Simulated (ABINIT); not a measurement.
MgS (Niningerite):

```xyz
2
Lattice="0.0000 2.6016 2.6016 2.6016 0.0000 2.6016 2.6016 2.6016 0.0000" Properties=species:S:1:pos:R:3 pbc="T T T"
S     2.6016    2.6016    2.6016
Mg    0.0000    0.0000    0.0000
```

Base run:

* Program: ABINIT 10.8.3 (patched build)
* Functional: LDA
* Potentials or basis: PseudoDojo NC SR LDA v0.4.1 standard
* Cutoff: 1088 eV
* k mesh: 7 × 7 × 7
* Occupations: fermi-dirac, width 0.05 eV
* Spin: no spin polarisation

Its results: band gap on the k mesh 2.78 eV, indirect (least direct gap 3.48 eV); pressure -3.3 GPa.

The run is repeated on the same cell with these changes: functional from LDA to PBEsol; potentials or basis from PseudoDojo NC SR LDA v0.4.1 standard to PseudoDojo NC SR PBEsol v0.4.1 standard; cutoff from 1088 eV to 1034 eV. What comes out?

Band gap on the k mesh 2.91 eV, indirect (least direct gap 3.59 eV); pressure -1.4 GPa.

Caveats: an odd mesh through Γ misses points on the zone boundary, where band edges often lie.

Not every run made on this cell is shown here.
